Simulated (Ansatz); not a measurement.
All numbers below come from DFT PBE, scalar-relativistic, plane waves, PAW in Ansatz. All cells share a 420 eV cutoff and Γ-centred k meshes spaced at most about 0.3 Å⁻¹ (2π included). No spin polarisation in the final relaxations.

All energies are static (0 K, no zero-point motion).

Two forms of BeS were relaxed alike.

A.

```
Be S
1.0
     4.40207    0.00000    0.00000
     0.00000    4.40207    0.00000
     0.00000    0.00000   13.97184
Be S
8 8
Direct
  0.37505 0.87107 0.94242
  0.37107 0.12495 0.19242
  0.12495 0.37107 0.80758
  0.87107 0.37505 0.05758
  0.62495 0.12893 0.44242
  0.62893 0.87505 0.69242
  0.87505 0.62893 0.30758
  0.12893 0.62495 0.55758
  0.02719 0.57033 0.93561
  0.07033 0.47281 0.18561
  0.47281 0.07033 0.81439
  0.57033 0.02719 0.06439
  0.97281 0.42967 0.43561
  0.92967 0.52719 0.68561
  0.52719 0.92967 0.31439
  0.42967 0.97281 0.56439
```

B.

```
Be S
1.0
     3.79463    0.00000    0.00000
     0.00000    3.79463    0.00000
     0.00000    0.00000    8.14662
Be S
4 4
Direct
  0.15864 0.50000 0.25000
  0.50000 0.84136 0.50000
  0.50000 0.15864 0.00000
  0.84136 0.50000 0.75000
  0.00000 0.56581 0.50000
  0.43419 0.00000 0.25000
  0.56581 0.00000 0.75000
  0.00000 0.43419 0.00000
```

Problem. Which would you expect to be lower, and how large is the difference?

Solution. A is lower, by 132 meV/atom. A has space group P4_32_12 (No. 96), 16.9 Å³/atom and a gap of 1.71 eV on its mesh; B has space group P4_322 (No. 95), 14.7 Å³/atom and a gap of 1.97 eV. Counting S atoms around Be (those within 1.25 times the shortest such distance or 1.15 times the sum of covalent radii), A has Be 3 and B has Be 4. The lower one is the more open, so pressure narrows the difference. In A, Be has 3 S at 2.03–2.04 Å; S has 3 Be at 2.03–2.04 Å. In B, around Be lie 4 S at 2.14–2.17 Å; S is surrounded by 4 Be at 2.14–2.17 Å. Both come from invented guesses. A third cell relaxed alike, in Pnma, lies 213 meV/atom below the lower of the two. The part of the Crystallography Open Database at hand lists BeS in space group No. 216, which no cell shown has.

Kohn–Sham gaps at this level usually fall short of measured ones. Cells relaxed within their symmetry can be saddle points.
